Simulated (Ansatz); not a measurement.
**GaAs (rocksalt type): how the settings move a single-point run**

Question: which choices in the input matter for GaAs (rocksalt type)?

Computed with Ansatz 0.2.0 (reference: DFT, r2SCAN, all-electron PAW with datasets made for the crystal, scalar-relativistic, unless a step's input says otherwise).

### 1 The starting structure

It takes space group Fm-3m (No. 225, cubic). The conventional cell has a = 5.330 Å, b = 5.330 Å, c = 5.330 Å, α = 90.00°, β = 90.00°, γ = 90.00°. Around Ga (site symmetry m-3m) lie 6 As at 2.67 Å. As (site symmetry m-3m) is surrounded by 6 Ga at 2.67 Å.

As a file:

```
CELL_PARAMETERS angstrom
0.00000 2.66503 2.66503
2.66503 0.00000 2.66503
2.66503 2.66503 0.00000
ATOMIC_POSITIONS crystal
Ga 0.00000 0.00000 0.00000
As 0.50000 0.50000 0.50000
```

### 2 The reference run

Contents of input.yaml:

```yaml
crystal:
  lattice:
    - [0.0, 2.665031949, 2.665031949]
    - [2.665031949, 0.0, 2.665031949]
    - [2.665031949, 2.665031949, 0.0]
  atoms:
    - { symbol: Ga, position: [0.0, 0.0, 0.0] }
    - { symbol: As, position: [0.5, 0.5, 0.5] }
kpoints:
  mp_grid: { grid: [15, 15, 15] }
scf:
  occupations: { method: fermi_dirac, width: 0.1 }
hamiltonian:
  xc: r2scan
  pseudopotentials: { kind: all_electron, datasets: crystal }
output:
  forces: true
  stress: true
  eigenvalues: true
```

On the command line:

```sh
$ ansatz run input.yaml --threads 1 --pin off --max-ram 2048MiB --backend cpu --events-out ev --progress --plain --runs-dir out
```

### 3 Changing settings: mp_grid.shift [0.5, 0.5, 0.5], occupations.method cold, occupations.width 0.005

input.yaml: that of step 2 with these lines changed.

```diff
@@ -9,5 +9,5 @@
 kpoints:
-  mp_grid: { grid: [15, 15, 15] }
+  mp_grid: { grid: [15, 15, 15], shift: [0.5, 0.5, 0.5] }
 scf:
-  occupations: { method: fermi_dirac, width: 0.1 }
+  occupations: { method: cold, width: 0.005 }
 hamiltonian:
```

Q: Predict the outcome of this session. Wanted: for each run, ending; energy change; pressure; gap; force.

The runs gave:

| run | ending | energy change | pressure (GPa) | gap (eV) | force (eV/Å) | cycles | time |
| --- | --- | --- | --- | --- | --- | --- | --- |
| reference | converged | 0 | 0.0 | 0.00 | 0.00 | 12 | 30 s |
| 1: mp_grid.shift [0.5, 0.5, 0.5], occupations.method cold, occupations.width 0.005 | converged | -1.0 meV/atom (σ→0) | -0.1 | 0.00 | 0.00 | 13 | 96 s |

Residual by cycle in the longest SCF loop of each run; runs are numbered as in the table. The quantity is the density residual dr2, in eV.

| cycle | reference | run 1 |
| --- | --- | --- |
| 1 | 0.301 | 0.297 |
| 2 | 0.131 | 0.13 |
| 3 | 0.0104 | 0.00474 |
| 4 | 0.00332 | 0.00118 |
| 5 | 8.2e-4 | 6.9e-5 |
| 6 | 2.1e-5 | 2.2e-5 |
| 8 | 3.0e-5 | 9.4e-7 |
| 9 | 1.2e-5 | 3.5e-8 |
| 10 | 1.2e-6 | 6.1e-9 |
| 11 | 1.9e-7 | 2.4e-8 |
| 12 | 6.1e-9 | 1.0e-8 |
| 13 | - | 4.7e-10 |

Changing the k-point mesh and smearing moves the energy by -1.0 meV/atom (σ→0 values). More than one kind of setting changed, and this run alone doesn't tell their shares apart. Cost: 13 SCF cycles against 12, 96 s against 30 s. Semilocal functionals close small gaps, so the missing gap need not be the real solid's.
